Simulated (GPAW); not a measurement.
Crystal: Li2S.

```xyz
3
Lattice="0.0000 2.8445 2.8445 2.8445 0.0000 2.8445 2.8445 2.8445 0.0000" Properties=species:S:1:pos:R:3 pbc="T T T"
S     0.0000    0.0000    0.0000
Li    4.2668    4.2668    4.2668
Li    1.4223    1.4223    1.4223
```

Base run:

* Program: GPAW 26.7.0
* Functional: PBE
* Potentials or basis: GPAW PAW data sets (gpaw-data 1.2.1)
* Cutoff: 800 eV
* Basis: pw
* k mesh: 8 × 8 × 8
* Occupations: gaussian, width 0.03 eV
* Spin: no spin polarisation

Its results: band gap on the k mesh 3.38 eV, indirect (least direct gap 4.28 eV); pressure 0.9 GPa.

Problem. The run is repeated on the same cell with these changes: functional from PBE to r2SCAN; occupations from gaussian, width 0.03 eV to fermi-dirac, width 0.05 eV. What comes out?

Solution. Band gap on the k mesh 3.87 eV, indirect (least direct gap 4.94 eV); pressure 0.6 GPa.

Caveats: the PAW data sets were made with another functional, which shifts forces and pressure a little (some runs).

Not every run made on this cell is shown here.
